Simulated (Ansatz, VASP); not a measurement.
One calculation of HfC, two programs

File INCAR:

```
SYSTEM = HfC
PREC     = Accurate       ! precision mode
ENCUT    = 520            ! plane-wave cutoff, eV
EDIFF    = 1E-6           ! SCF threshold, eV
ISMEAR   = -1             ! smearing method
SIGMA    = 0.05           ! smearing width, eV
LREAL    = .False.        ! projectors in reciprocal space
LASPH    = .True.         ! aspherical terms in the spheres
NELM     = 100            ! most SCF steps
ALGO     = Normal         ! electronic algorithm
ISIF     = 2              ! what is computed and relaxed
LWAVE    = .False.        ! write WAVECAR
LCHARG   = .False.        ! write CHGCAR
GGA      = PE             ! functional
NBANDS   = 14             ! bands
```

KPOINTS

```
regular mesh
0
Gamma
  11 6 10
  0 0 0
```

The input POSCAR:

```
HfC
1.0
    2.4394258800      0.0000000000      0.0000000000
    0.0000000000      4.6949966100      0.0000000000
    0.0000000000      0.0000000000      2.5622747300
Hf C
1 1
Direct
    0.0000000000      0.0000000000      0.0000000000
    0.0000000000      0.5000000000      0.7500000000
```

Contents of input.yaml:

```yaml
crystal:
  lattice:
    - [2.43942588, 0.0, 0.0]
    - [0.0, 4.69499661, 0.0]
    - [0.0, 0.0, 2.56227473]
  atoms:
    - { symbol: Hf, position: [0.0, 0.0, 0.0] }
    - { symbol: C, position: [0.0, 0.5, 0.75] }
hamiltonian:
  xc: pbe
  pseudopotentials: { kind: paw, azcp: { folder: soft_1 } }
kpoints:
  mp_grid: { grid: [11, 6, 10] }
scf:
  occupations: { method: fermi_dirac, width: 0.05 }
output:
  forces: true
  stress: true
  eigenvalues: true
```

Change from the starting cell: as made, not relaxed: species swapped into the InSb type (Pmm2, No. 25).

Alike in both runs: task single point; functional PBE; k mesh 11 × 6 × 10; occupations fermi-dirac, width 0.05 eV; no spin polarisation.

```csv
,VASP,Ansatz
version,VASP 6.6.1,Ansatz 0.2.0
potentials or method,"VASP PAW PBE potentials, release 64 (Hf_pv, C)",Ansatz PAW soft_1
plane-wave cutoff (eV),520,420
valence electrons in the cell,14,30
```

Ansatz gave:

* gap on the k mesh at the Fermi level (eV): none
* pressure (GPa): 11.5
* largest component of the traceless stress (GPa): 61.82
* rms of the force components (eV/Å): 0.065

Question: Estimate VASP's values.

Answer: gap on the k mesh at the Fermi level (eV): none; pressure (GPa): 10.7; largest component of the traceless stress (GPa): 61.23; rms of the force components (eV/Å): 0.075.

Atom by atom the forces differ by 0.010 eV/Å (rms over components). A gap of «none» marks a metal or a gap that the smearing closes. The functional is the same, so the differences come from potentials, cutoffs and numerics. The two sets of potentials don't hold the same shells in valence.

Spin-orbit coupling is left out, which matters for the levels of Hf.
